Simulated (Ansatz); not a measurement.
Total energies of `C=C1CC1`.

Cartesian coordinates in Å:
```
C 1.303 -0.711 -0.772
C 0.279 -0.153 -0.165
C -0.268 0.459 1.040
C -1.108 0.292 -0.225
H 2.251 -0.849 -0.263
H 1.231 -1.052 -1.799
H -0.500 -0.178 1.888
H 0.051 1.461 1.306
H -1.345 1.185 -0.795
H -1.896 -0.454 -0.214
```

The species carries charge 0 and has multiplicity 1. All single points use the PBE0-D4/def2-TZVP geometry. Basis def2-TZVPP, Ansatz 0.2.0.

RPA on PBE orbitals: Hartree–Fock energy of these orbitals -154.91223 Eh, correlation -1.08396 Eh (frozen core).

| functional | energy without D4 (Eh) | D4 term (kJ/mol) |
| --- | --- | --- |
| LDA (SPW92) | -154.54684 | – |
| PBE | -155.80557 | -15.0 |
| BLYP | -155.94064 | -34.0 |
| r2SCAN | -155.92101 | -3.7 |
| B97M-V | -156.02716 | – |
| PBE0 | -155.82686 | -12.4 |
| B3LYP | -156.02783 | -23.9 |
| r2SCANh | -155.91482 | -3.8 |
| LC-ωPBE | -155.91473 | – |
| PBE-QIDH | -155.79901 | – |

Question: Give the same for revPBE, r2SCAN0, HSE06 (plane-wave form), BHLYP, CAM-B3LYP, ωB97X-V, ωB97M-V, B2PLYP. (Best estimate.)

Answer: Computed: 
| functional | energy without D4 (Eh) | D4 term (kJ/mol) |
| --- | --- | --- |
| revPBE | -155.97812 | -53.7 |
| r2SCAN0 | -155.90627 | -4.2 |
| HSE06 (plane-wave form) | -155.81716 | -11.4 |
| BHLYP | -155.91805 | -16.3 |
| CAM-B3LYP | -155.92680 | -12.3 |
| ωB97X-V | -155.97401 | – |
| ωB97M-V | -155.93828 | – |
| B2PLYP | -155.87062 | – |

B3LYP takes the VWN-RPA correlation (the form of Gaussian; ORCA's B3LYP/G). HSE06 is the plane-wave form, built on full-range PBE exchange. The double hybrids freeze the cores in their second-order part.

LC-ωPBE has ω = 0.4 bohr⁻¹.
